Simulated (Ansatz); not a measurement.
Turn this script for Ansatz 0.2.0 through its Python package into the input file that the command-line program reads.

`run_pdos.py`
```python
# -*- coding: utf-8 -*-
"""Which atoms and shells make the states of GeSe."""

import ansatz
import matplotlib.pyplot as plt
import numpy as np

config = {
    "xc": "pbe",
    "cutoff": 510,
    "mesh": (2, 6, 4),
    "filling": "fixed",
    "extra_bands": 22,
}


def main():
    crystal = (
        ansatz.Lattice.of([10.79, 0.0, 0.0], [0.0, 3.82, 0.0], [0.0, 0.0, 4.38])
        .atom("Ge", [0.121, 0.75, 0.894])
        .atom("Ge", [0.621, 0.75, 0.606])
        .atom("Ge", [0.379, 0.25, 0.394])
        .atom("Ge", [0.879, 0.25, 0.106])
        .atom("Se", [0.852, 0.75, 0.497])
        .atom("Se", [0.352, 0.75, 0.003])
        .atom("Se", [0.648, 0.25, 0.997])
        .atom("Se", [0.148, 0.25, 0.503])
    )

    job = (
        crystal.calculation()
        .functional(config["xc"])
        .basis(config["cutoff"])
        .kpoints(*config["mesh"], center="gamma")
        .occupations(config["filling"])
        .scf(extra_bands=config["extra_bands"])
        .density_of_states(projected=True, method="smearing", broadening_width=0.15, energy_step=0.1)
    )
    done = job.run(threads=1, pin="off")
    r = done.report

    dos = done.density_of_states()
    energy = np.asarray(dos.energies_ev) - dos.fermi_ev
    curves = {}
    for site in done.projected_density_of_states().sites:
        for shell in site.shells:
            weight = sum(np.sum(curve.g_bin_mean_per_ev, axis=0) for curve in shell.curves)
            name = f"{site.species} {shell.label}"
            curves[name] = curves.get(name, 0) + weight

    window = (energy > -8) & (energy < 4)
    fig, ax = plt.subplots(figsize=(5.5, 3.5))
    for name, g in curves.items():
        if g[window].max() > 0.05:
            ax.plot(energy[window], g[window], label=name, lw=1)
            print(f"{name:8s} peak {g[window].max():7.3f} states/eV at {energy[window][g[window].argmax()]:6.2f} eV")
    ax.set(xlabel="E - E_F (eV)", ylabel="states/eV")
    ax.legend(fontsize=7)
    fig.tight_layout()
    fig.savefig("pdos.png", dpi=100)


if __name__ == "__main__":
    main()
```

```console
$ python run_pdos.py
Ge 4S    peak   2.390 states/eV at  -7.49 eV
Ge 4P    peak   4.700 states/eV at   2.61 eV
Se 4S    peak   0.493 states/eV at  -7.39 eV
Se 4P    peak   5.699 states/eV at  -1.69 eV
```

`input.yaml`:
```yaml
crystal:
  lattice:
    - [10.79, 0.0, 0.0]
    - [0.0, 3.82, 0.0]
    - [0.0, 0.0, 4.38]
  atoms:
    - { symbol: Ge, position: [0.121, 0.75, 0.894] }
    - { symbol: Ge, position: [0.621, 0.75, 0.606] }
    - { symbol: Ge, position: [0.379, 0.25, 0.394] }
    - { symbol: Ge, position: [0.879, 0.25, 0.106] }
    - { symbol: Se, position: [0.852, 0.75, 0.497] }
    - { symbol: Se, position: [0.352, 0.75, 0.003] }
    - { symbol: Se, position: [0.648, 0.25, 0.997] }
    - { symbol: Se, position: [0.148, 0.25, 0.503] }
basis:
  ecutwfc: 510.0
kpoints:
  mp_grid:
    grid: [2, 6, 4]
    shift: [0.0, 0.0, 0.0]
hamiltonian:
  xc: pbe
scf:
  n_extra_bands: 22
  occupations:
    method: fixed
output:
  dos:
    de: 0.1
    method:
      smearing:
        sigma: 0.15
    projected: true
```

Reading the output:
- Semilocal gaps usually lie well under measured ones.
- Peaks are the largest values inside the energy window taken; deeper bands lie outside it.
- The crystal has a gap of about 0.73 eV on the mesh; any density of states at or just above the Fermi level is the tail of the broadening.
- The starting cell is as deposited in a crystallographic database; the results hold for this polymorph, which needn't be the stable one.
- Curves are summed over the cell's atoms. Only shells that the potentials hold have channels, so projections don't add up to the total, least of all where a shell is missing (p of most metals); heights and places of peaks move with the mesh.
- The computed bands are complete only to about 8.8 eV above the Fermi level; beyond that the density of states is undercounted.
- Timing: 27 s on 1 thread of Intel(R) Xeon(R) Processor @ 2.30GHz, with other jobs on the host, peak memory 0.86 GiB.

(Lines on the test bed's own set-up are left out of the output.)
